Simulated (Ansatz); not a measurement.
A 12-atom cell of SnO₂ (P4_2/mnm) from a materials database at its r2SCAN geometry, run in Ansatz 0.2.0 at 3 levels of theory. Non-magnetic throughout; all numbers are computed.

The PBE+SOC input:
```yaml
crystal:
  lattice:
    - [-3.2001425945, 3.3663035207, 3.3663032624]
    - [3.2001425945, -3.3663035207, 3.3663032624]
    - [3.2001425945, 3.3663035207, -3.3663032624]
  atoms:
    - { symbol: Sn, position: [1.0, 0.25, 0.75] }
    - { symbol: Sn, position: [0.0, 0.75, 0.25] }
    - { symbol: Sn, position: [0.5, 0.5, 0.5] }
    - { symbol: Sn, position: [0.5, 0.0, 0.0] }
    - { symbol: O, position: [0.1940958877, 0.1940958877, 0.5] }
    - { symbol: O, position: [0.6940958746, 0.75, 0.9440958746] }
    - { symbol: O, position: [0.1940958877, 0.6940958877, 1.0] }
    - { symbol: O, position: [0.3059041254, 0.75, 0.5559041254] }
    - { symbol: O, position: [0.6940958746, 0.25, 0.4440958746] }
    - { symbol: O, position: [0.3059041254, 0.25, 0.0559041254] }
    - { symbol: O, position: [0.8059041123, 0.3059041123, 0.0] }
    - { symbol: O, position: [0.8059041123, 0.8059041123, 0.5] }
kpoints:
  mp_grid: { grid: [6, 6, 6] }
  band_path:
    path:
      - [0.0, 0.0, 0.0]
      - [0.0, -0.5, 0.5]
      - [-0.5, -0.4999999616, 0.4999999616]
      - [-0.5, 0.0, 1.0]
    npoints: 1
hamiltonian:
  xc: pbe
scf:
  occupations: { method: fermi_dirac, width: 0.02 }
  n_extra_bands: 14
magnetization:
  noncollinear: true
  spin_orbit: true
output:
  forces: true
  stress: true
  eigenvalues: true
  write_density: true
  write_potential: true
  elf: true
  volumetric_format: npy
```

Main results, then, where recorded, the levels near the gap in eV from the Fermi energy (columns number the bands from 0), one row a point of the path (Γ, X, M, R):
```
Crystal: 12 atoms, lattice volume = 145.056 Å³
Symmetry: 32 space group operations + 32 with time reversal
Magnetic group: BNS 136.496 (UNI 1156)
```
```
Basis set: ecut = 420 eV, 2843 PW (Γ)
k-points: 30 of 216
SCF 1 converged in 8 iterations: F = -28644.327316 eV  dr2 = 1.99e-8
Free energy (F): -28644.327316 eV
Fermi energy:    9.873683 eV
--- Forces (eV/Å), atoms counted from 1 ---
  atom   1  Sn      0.00000      0.00000      0.00000
  atom   2  Sn      0.00000      0.00000      0.00000
  atom   3  Sn      0.00000      0.00000      0.00000
  atom   4  Sn      0.00000      0.00000      0.00000
  atom   5  O       0.00000      0.00000      0.03290
  atom   6  O       0.00000      0.03290      0.00000
  atom   7  O       0.00000      0.00000      0.03290
  atom   8  O       0.00000    -0.03290      0.00000
  atom   9  O       0.00000      0.03290      0.00000
  atom  10  O       0.00000    -0.03290      0.00000
  atom  11  O       0.00000      0.00000    -0.03290
  atom  12  O       0.00000      0.00000    -0.03290
--- Stress (GPa, compression-positive) ---
        8.776800       0.000000       0.000000
        0.000000       7.105570       0.000000
        0.000000       0.000000       7.105570
  P = ⅓ Tr σ = 7.6626 GPa (76.626 kbar)
```
```tsv
band_98	band_99	band_100	band_101	band_102	band_103	band_104	band_105	band_106	band_107	band_108	band_109
-1.333	-1.333	-1.308	-1.308	-0.553	-0.553	0.552	0.552	4.171	4.171	4.171	4.171
-1.260	-1.260	-1.173	-1.173	-1.173	-1.173	3.747	3.747	3.747	3.747	5.761	5.761
-1.786	-1.786	-1.442	-1.442	-1.442	-1.442	4.172	4.172	4.172	4.172	5.493	5.493
-1.260	-1.260	-1.173	-1.173	-1.173	-1.173	3.747	3.747	3.747	3.747	5.761	5.761
```

The PBE+SOC gap is direct at Γ: 1.10 eV.

r2SCAN. Against the first input these blocks differ (the band path and keys that only write files left aside):
```yaml
hamiltonian:
  xc: r2scan
scf:
  occupations: { method: fixed }
  n_extra_bands: 7
```
(magnetization left out)

```
Basis set: ecut = 500 eV, 3699 PW (Γ)
k-points: 30 of 216
SCF 1 converged in 8 iterations: F = -28704.856010 eV  dr2 = 8.21e-10
Free energy (F): -28704.856010 eV
Fermi energy:    8.879240 eV
--- Forces (eV/Å), atoms counted from 1 ---
  atom   1  Sn      0.00000      0.00000      0.00000
  atom   2  Sn      0.00000      0.00000      0.00000
  atom   3  Sn      0.00000      0.00000      0.00000
  atom   4  Sn      0.00000      0.00000      0.00000
  atom   5  O       0.00000      0.00000    -0.00027
  atom   6  O       0.00000    -0.00027      0.00000
  atom   7  O       0.00000      0.00000    -0.00027
  atom   8  O       0.00000      0.00027      0.00000
  atom   9  O       0.00000    -0.00027      0.00000
  atom  10  O       0.00000      0.00027      0.00000
  atom  11  O       0.00000      0.00000      0.00027
  atom  12  O       0.00000      0.00000      0.00027
--- Stress (GPa, compression-positive) ---
        0.038186       0.000000       0.000000
        0.000000      -0.035559       0.000000
        0.000000       0.000000      -0.035559
  P = ⅓ Tr σ = -0.0110 GPa (-0.110 kbar)
```
```tsv
band_49	band_50	band_51	band_52	band_53	band_54
-0.768	-0.768	0.000	1.767	5.508	5.508
-0.677	-0.618	-0.618	4.987	4.987	7.130
-1.262	-0.918	-0.918	5.432	5.432	6.854
-0.677	-0.618	-0.618	4.987	4.987	7.130
```

r2SCAN gives a direct gap of 1.77 eV at Γ. The mean stress is close to zero (-0.01 GPa).

Problem. In the first input these blocks are replaced (the band path and keys that only write files left aside):
```yaml
kpoints:
  mp_grid: { grid: [4, 4, 4] }
hamiltonian:
  xc: hse06
scf:
  occupations: { method: fixed }
  n_extra_bands: 7
```
(magnetization left out)
What comes out?

Solution.
```
Basis set: ecut = 420 eV, 2843 PW (Γ)
k-points: 13 of 64
SCF 1 stopped early in 3 iterations: F = -28635.824766 eV  dr2 = 1.06e-4
Exchange kernel: α = 0.2500, screened, ω = 0.2079 Å⁻¹, Wigner–Seitz truncation, v(0) = 1046.5180 eV·Å³, q-mesh 4×4×4
SCF 2 stopped early in 6 iterations: F = -28651.081712 eV  dr2 = 2.12e-5
hybrid outer 1: dexx = +5.298e-2 eV, tail = 3.33e-4 eV
SCF 3 converged in 5 iterations: F = -28651.079668 eV  dr2 = 4.56e-10
hybrid outer 2: dexx = +4.938e-6 eV, tail = 1.19e-7 eV, Δε = 3.58e-3 eV, ΔF = 2.69e-4 eV/Å
SCF 4 converged in 2 iterations: F = -28651.079666 eV  dr2 = 6.11e-10
hybrid outer 3: dexx = +4.037e-9 eV, tail = 1.43e-9 eV, Δε = 6.65e-5 eV, ΔF = 4.48e-5 eV/Å
Free energy (F): -28651.079666 eV
Fermi energy:    7.982237 eV
--- Forces (eV/Å), atoms counted from 1 ---
  atom   1  Sn      0.00000      0.00000      0.00000
  atom   2  Sn      0.00000      0.00000      0.00000
  atom   3  Sn      0.00000      0.00000      0.00000
  atom   4  Sn      0.00000      0.00000      0.00000
  atom   5  O       0.00000      0.00000    -0.06072
  atom   6  O       0.00000    -0.06072      0.00000
  atom   7  O       0.00000      0.00000    -0.06072
  atom   8  O       0.00000      0.06072      0.00000
  atom   9  O       0.00000    -0.06072      0.00000
  atom  10  O       0.00000      0.06072      0.00000
  atom  11  O       0.00000      0.00000      0.06072
  atom  12  O       0.00000      0.00000      0.06072
--- Stress (GPa, compression-positive) ---
       -2.126152       0.000000       0.000000
        0.000000      -1.103487       0.000000
        0.000000       0.000000      -1.103487
  P = ⅓ Tr σ = -1.4444 GPa (-14.444 kbar)
```
```tsv
band_49	band_50	band_51	band_52	band_53	band_54
-0.707	-0.707	0.000	2.840	6.680	6.680
-0.583	-0.515	-0.515	6.184	6.184	8.468
-1.114	-0.965	-0.965	6.690	6.690	8.179
-0.583	-0.515	-0.515	6.184	6.184	8.468
```
With HSE06 the gap is 2.84 eV and direct, at Γ. With the atoms held, the mean pressure is -1.4 GPa (compression positive). (The program warns that its thresholds are loose for a hybrid's stress.)

Small level splittings and stresses of the hybrids carry the error of their coarser meshes.

Totals of different functionals, or with and without spin-orbit coupling, can't be compared.

Only the levels marked +SOC include spin-orbit coupling.
